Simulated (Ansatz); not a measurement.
Relaxed sheet of BN, cell area A = 5.451 Å²:

```
B N
1.0
     2.50876    0.00000    0.00000
    -1.25438    2.17265    0.00000
     0.00000    0.00000   26.00000
B N
1 1
Cartesian
  0.0000 0.0000 13.0000
  1.2544 0.7242 13.0000
```

The calculation used DFT PBE+D3(BJ), scalar-relativistic, plane waves, PAW (Ansatz). Settings: cutoff 420 eV, Γ-centred mesh 12×12×1 on the computed 2-atom cell, Gaussian smearing of 0.02 eV; no spin polarisation. No periodic images along c.

Under strain along y with x held, atoms relaxed, stress positive in compression; ΔE is the free energy at this smearing, of which the stress is the derivative:

| strain (%) | σxx (N/m) | σyy (N/m) | ΔE (meV/cell) | thickness (Å) |
| --- | --- | --- | --- | --- |
| -2 | 1.465 | 6.085 | 20.47 | 0.000 |
| +2 | -1.183 | -5.541 | 19.18 | 0.000 |

Problem. Which in-plane elastic constants follow from the stresses?

Solution. Central differences over Δε = 0.04 give C22 = 290.7 N/m from the stress along the strain and C12 = 66.2 N/m from the stress across it. The sheet is hexagonal, so C22 = C11: Poisson's ratio is C12/C11 = 0.23, Young's modulus (C11² − C12²)/C11 = 276 N/m and the shear modulus (C11 − C12)/2 = 112.2 N/m.

Problem. Do the energies agree?

Solution. The second difference [ΔE(−ε) + ΔE(+ε)]/(A·ε²) = (20.47 + 19.18) meV/(5.451 Å² × 0.0004) × 16.02 N/m per eV/Å² = 291.3 N/m should equal C22 = 290.7 N/m; they differ by 0.2 %, so the two routes agree. The stress in compression and in tension differ in size because of the third-order constants.

Problem. The gap on the k mesh is 4.657 eV at −2 %, 4.675 eV unstrained and 4.600 eV at +2 %. What is its slope?

Solution. On the stretched side -38 meV a percent, on the compressed side 9 meV a percent. The slopes differ in sign or size, which suggests that different band extrema set the gap on the two sides.

The reference crystal is a form of BN, which isn't its usual structure.